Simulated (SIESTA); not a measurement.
La2O3: band structure with LDA

The system is La2O3.

```
La O
1.0
     3.93078    0.00000    0.00000
    -1.96539    3.40415    0.00000
     0.00000    0.00000    6.11195
La O
2 3
Direct
  0.33333 0.66667 0.24624
  0.66667 0.33333 0.75376
  0.00000 0.00000 0.00000
  0.33333 0.66667 0.64589
  0.66667 0.33333 0.35411
```

The cell is a database's computed one.

| Quantity | Value |
| --- | --- |
| Program | SIESTA 5.4.2 |
| Task | band structure |
| Functional | LDA |
| Potentials or basis | PseudoDojo 0.4 standard (PBE and LDA files) |
| Basis | DZP (energy shift 0.003 Ry; two zetas on semicore shells) |
| Grid cutoff | 800 Ry |
| Energy shift | 0.003 Ry |
| k mesh | 8 × 8 × 5 |
| Occupations | fermi-dirac, width 0.05 eV |
| Spin | no spin polarisation |

* Pressure: 0.8 GPa
* Largest force: 0.220 eV/Å
* Band gap on the k mesh: 3.68 eV, indirect (least direct gap 3.86 eV)
* Band gap along the path: 3.59 eV, indirect (least direct gap 3.72 eV)

Forces in eV/Å, atoms in the order of the input:
```
La   0.000  0.000 -0.220
La   0.000  0.000  0.220
O    0.000  0.000  0.000
O    0.000  0.000 -0.147
O    0.000  0.000  0.147
```

Stress tensor (GPa, compression positive):
```
 1.33  0.00  0.00
 0.00  1.33  0.00
 0.00  0.00 -0.30
```

Levels at the corners of the path, in eV from the valence-band top:
```tsv
point	band 17	band 18	band 19	band 20	band 21	band 22	band 23	band 24
Γ	-1.69	-0.30	-0.30	0.00	4.46	4.46	4.64	5.34
M	-0.71	-0.64	-0.41	-0.23	3.88	5.43	5.79	6.14
K	-0.91	-0.89	-0.89	-0.13	3.59	5.27	5.27	6.37
Γ	-1.69	-0.30	-0.30	0.00	4.46	4.46	4.64	5.34
A	-1.04	-0.71	-0.18	-0.18	5.09	5.09	5.67	5.98
L	-0.98	-0.73	-0.34	-0.02	4.94	4.97	6.56	6.59
H	-0.70	-0.29	-0.29	-0.24	4.38	4.97	6.18	6.18
A	-1.04	-0.71	-0.18	-0.18	5.09	5.09	5.67	5.98
L	-0.98	-0.73	-0.34	-0.02	4.94	4.97	6.56	6.59
M	-0.71	-0.64	-0.41	-0.23	3.88	5.43	5.79	6.14
K	-0.91	-0.89	-0.89	-0.13	3.59	5.27	5.27	6.37
H	-0.70	-0.29	-0.29	-0.24	4.38	4.97	6.18	6.18
```

It took 2.4 min on 1 thread of Arm Neoverse V1 (shared host), peak memory 0.52 GiB.

Caveat: the potentials were made for another functional, which shifts forces and pressure; spin-orbit coupling is left out, which moves the levels of the heavy elements; the mesh misses the band edges, which the band path finds closer together; the basis of atomic orbitals isn't converged, which shifts pressures, moduli and gaps. A hybrid or GW would open this gap; LDA tends to underestimate it.
